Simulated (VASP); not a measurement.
Set up this calculation in VASP 6.6.1, as the native input.

| Quantity | Value |
| --- | --- |
| Task | relaxation of shape and atoms at fixed volume |
| Functional | PBE |
| Potentials or basis | VASP PAW PBE potentials, release 64 (Mg, Sb) |
| Cutoff | 300 eV |
| k mesh | 5 × 5 × 3 |
| Occupations | gaussian, width 0.03 eV |
| Spin | no spin polarisation |
| Further INCAR settings | ALGO = Fast; EDIFF = 1e-07; IBRION = 2; EDIFFG = -0.01; NSW = 40; ISIF = 4 |

The structure of Mg3Sb2 lies in POSCAR:

```
Mg3Sb2                                  
1.0
    4.6005561339      0.0000000000      0.0000000000
   -2.3002780669      3.9841984834      0.0000000000
    0.0000000000      0.0000000000      7.2598206597
  Mg              Sb            
     3     2
Direct
     0.3333333332999970    0.6666666667000030    0.6324638524320534
     0.6666666667000030    0.3333333332999970    0.3675361475679466
     0.0000000000000000    0.0000000000000000    0.0000000000000000
     0.3333333332999970    0.6666666667000030    0.2255660977838403
     0.6666666667000030    0.3333333332999970    0.7744339022161597
```

The input as run:

INCAR

```
ALGO = Fast ; EDIFF = 1E-7
EDIFFG = -0.01 ; ENCUT = 300
GGA = PE ; IBRION = 2
ISIF = 4 ; ISMEAR = 0
LASPH = True ; LCHARG = False
LREAL = False ; LWAVE = False
NELM = 80 ; NSW = 40
PREC = Accurate ; SIGMA = 0.03
```

KPOINTS

```
k-points
0
Gamma
  5 5 3
```

Potentials or basis: VASP PAW PBE potentials, release 64 (Mg, Sb).

Launch:

```bash
$ cat potpaw_PBE.64/Mg/POTCAR potpaw_PBE.64/Sb/POTCAR > POTCAR
$ mpirun -np 1 vasp_std > vasp.out
```

It gave:

The pressure after relaxing is 0.0 GPa and the largest force after relaxing is 0.003 eV/Å. The band gap on the k mesh is 0.06 eV, indirect (least direct gap 0.99 eV).

Caveat: the relaxation stopped at its first step, so nothing moved; spin-orbit coupling is left out, which moves the levels of the heavy elements; an odd mesh through Γ misses points on the zone boundary, where band edges often lie.

Wall time 20 s on 1 thread of Intel(R) Xeon(R) Platinum 8488C (Sapphire Rapids) (shared host), peak memory 0.17 GiB.
